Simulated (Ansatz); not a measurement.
Working through band-curvature effective masses by finite differences of BP, space group F-43m

Program: the Ansatz DFT code, driven from Python.

Notebook, run cell by cell (the value of a cell's last expression is shown):

```python
import ansatz as az
import numpy as np
from pymatgen.core import Lattice, Structure
from pymatgen.io.ase import AseAtomsAdaptor
```

```python
SMEARING = 'fixed'
```

```python
pmg_structure = Structure(
    Lattice([[0.0, 2.269, 2.269], [2.269, 0.0, 2.269], [2.269, 2.269, 0.0]]),
    ['B', 'P'],
    [
        [0.0, 0.0, 0.0],
        [0.25, 0.25, 0.25],
    ],
)
cell = az.Crystal.from_ase(AseAtomsAdaptor.get_atoms(pmg_structure))
```

```python
calc = (
    cell.calculation()
    .functional(az.Functional.PBESOL)
    .kpoints(8)
    .occupations(SMEARING)
)
# step 1: where the edges lie on the mesh
result = calc.band_table().run(threads=1)
summary = result.report

summary['n_iterations'], summary['closed_by']
```

    DeckWarning: basis.ecutwfc = 420 eV, auto-derived from the records' recommended cutoffs: set by B (normal level)
    (6, 'deck_thresholds')

```python
[(site.symbol, site.position_frac.round(4).tolist()) for site in result.lattice.sites]
```

    [(<Element.B: 'B'>, [0.0, 0.0, 0.0]), (<Element.P: 'P'>, [0.25, 0.25, 0.25])]

```python
result.lattice.cell_ang
```

    array([[0.   , 2.269, 2.269],
           [2.269, 0.   , 2.269],
           [2.269, 2.269, 0.   ]])

```python
levels = np.array(summary['eigenvalues_ev'])
filled = round(summary['n_electrons'] / 2)
edges = {'top filled band': (filled - 1, levels[:, filled - 1].argmax()), 'lowest empty band': (filled, levels[:, filled].argmin())}
gap = levels[:, filled].min() - levels[:, filled - 1].max()
print(f'gap on the mesh {gap:.3f} eV')
if gap <= 0.05:
    print('no gap: band-edge masses have no meaning here')
    edges = {}
reciprocal = 2 * np.pi * np.linalg.inv(result.lattice.cell_ang).T
step = 0.008  # 1/A
```

    gap on the mesh 1.167 eV

```python
# m/m_e = (hbar^2/m_e) / (d2E/dk2), with hbar^2/m_e = 7.61996 eV A^2
pairs = [(0, 1), (0, 2), (1, 2)]
moves = [sign * axis for axis in np.eye(3) for sign in (-1, 1)]
moves += [s1 * np.eye(3)[i] + s2 * np.eye(3)[j] for i, j in pairs for s1 in (1, -1) for s2 in (1, -1)]
for name, (band, index) in edges.items():
    together = int(np.sum(np.abs(levels[index] - levels[index, band]) < 2e-3))
    print(name, 'at k =', np.round(summary['kpoints_frac'][index], 4), f'E = {levels[index, band]:.4f} eV, degeneracy {together}')
    centre = np.array(summary['kpoints_frac'][index]) @ reciprocal
    points = [centre] + [centre + step * move for move in moves]
    table = calc.band_structure(points, intervals=1, cartesian=True).run(threads=1).band_structure().channels[0].eigenvalues_ev
    if together > 1:
        level = np.flatnonzero(np.abs(levels[index] - levels[index, band]) < 2e-3)
        along = (table[1, level] + table[2, level] - 2 * table[0, level]) / step ** 2
        print('  degenerate level, no single mass tensor; masses of its branches along x:', np.round(7.61996 / along, 3), 'm_e')
        continue
    e = table[:, band]
    hessian = np.diag((e[1:7:2] + e[2:7:2] - 2 * e[0]) / step ** 2)
    for (i, j), (pp, pm, mp, mm) in zip(pairs, e[7:].reshape(3, 4)):
        hessian[i, j] = hessian[j, i] = (pp - pm - mp + mm) / (4 * step ** 2)
    curvatures, axes = np.linalg.eigh(hessian)
    slope = (e[2:7:2] - e[1:7:2]) / (2 * step)
    print('  slope (eV A):', np.round(slope, 3) + 0.0, '' if np.abs(slope).max() < 0.05 else '- no extremum here, so these are local curvatures and no band-edge masses')
    for curvature, axis in zip(curvatures, axes.T):
        print(f'  principal mass {7.61996 / curvature:8.3f} m_e along', np.round(axis, 2) + 0.0)
```

    top filled band at k = [0. 0. 0.] E = 9.2246 eV, degeneracy 3
      degenerate level, no single mass tensor; masses of its branches along x: [-0.252 -0.252 -0.339] m_e
    lowest empty band at k = [0.    0.375 0.375] E = 10.3914 eV, degeneracy 1
      slope (eV A): [-0.679  0.     0.   ] - no extremum here, so these are local curvatures and no band-edge masses
      principal mass    1.275 m_e along [1. 0. 0.]
      principal mass    0.218 m_e along [ 0.   -0.72 -0.7 ]
      principal mass    0.218 m_e along [ 0.    0.7  -0.72]

Notes:
- Semilocal gaps usually lie well under measured ones.
- The structure is a deposited one; some such entries were measured under pressure or heat, so a shift against it needn't be the functional's error alone.
- Levels are Kohn-Sham eigenvalues on this mesh.
- Warnings are shown shortened and without file and line.
- The masses are finite-difference curvatures at extrema found on a coarse mesh, which needn't be the true band edges; a step that is long against the gap makes them too heavy. At a valence maximum the curvature is negative (the hole mass is its size); mixed signs mark a saddle. Spin-orbit coupling is left out, and light masses scale with the Kohn-Sham gap.
- Wall time of the script: 3.8 s on 1 thread of Arm Neoverse V2, on a shared host, peak memory 0.38 GiB.
